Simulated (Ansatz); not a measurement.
Relaxation of NiSb

Method: DFT PBE, scalar-relativistic, plane waves, PAW (Ansatz). (420 eV cutoff, 18×18×10 k-mesh, Gaussian smearing of 0.10 eV, no spin polarisation)

What was changed: biaxial strain in the a-b plane, c and atoms relaxed: -3.0 %.

Command:

```bash
ansatz run input.yaml --threads 1 --pin off --max-ram 2560MiB --backend cpu --events-out ev --progress --plain --runs-dir out
```

Input:

```yaml
crystal:
  lattice:
    - [3.856692291, 0.0, 0.0]
    - [-1.9283461455, 3.3399934986, 0.0]
    - [0.0, 0.0, 5.2497025692]
  atoms:
    - { symbol: Ni, position: [0.0, 0.0, 0.0] }
    - { symbol: Ni, position: [0.0, 0.0, 0.5] }
    - { symbol: Sb, position: [0.3333333333, 0.6666666667, 0.25] }
    - { symbol: Sb, position: [0.6666666667, 0.3333333333, 0.75] }
basis:
  ecutwfc: 420
kpoints:
  mp_grid: { grid: [18, 18, 10] }
hamiltonian:
  xc: pbe
scf:
  occupations: { method: gaussian, width: 0.1 }
output:
  forces: true
  stress: true
  eigenvalues: true
relax:
  adjacent_minimum: "off"
  f_tol: 0.008
  max_steps: 40
  cell: { stress_tol: 0.015, fix: [a, b, gamma] }
```

F is the free energy. Steps run on the plane waves of an earlier cell, but the last one, and at times one on the way, on a freshly chosen basis, so a repeated geometry can differ a little in energy. The held parts of the cell keep their stress, so P needn't end at zero.

Steps:

| step | F − F(1) (eV) | largest force component (eV/Å) | V (Å³/atom) | P (GPa) |
| --- | --- | --- | --- | --- |
| 1 | 0.0000 | 0.000 | 16.906 | 5.60 |
| 2 | -0.0035 | 0.000 | 17.052 | 4.53 |
| 3 | -0.0035 | 0.000 | 17.077 | 4.35 |
| 4 | -0.0035 | 0.000 | 17.079 | 4.34 |
| 5 | -0.0038 | 0.000 | 17.079 | 4.34 |

Relaxed structure:

```
CELL_PARAMETERS angstrom
3.85669 0.00000 0.00000
-1.92835 3.33999 0.00000
0.00000 0.00000 5.30336
ATOMIC_POSITIONS crystal
Ni 0.00000 0.00000 0.00000
Ni 0.00000 0.00000 0.50000
Sb 0.33333 0.66667 0.25000
Sb 0.66667 0.33333 0.75000
```

Symmetry: P6_3/mmc, No. 194, hexagonal system. Conventional cell: a = 3.857 Å, b = 3.857 Å, c = 5.303 Å, α = 90.00°, β = 90.00°, γ = 120.00°. Ni (site symmetry -3m) has 6 Sb at 2.59 Å and 2 Ni at 2.65 Å as nearest neighbours. Around Sb (site symmetry -6m2) lie 6 Ni at 2.59 Å.

The run converged. The run took 2.2 min on 1 thread of Arm Neoverse V2, on a shared host, peak memory 0.68 GiB.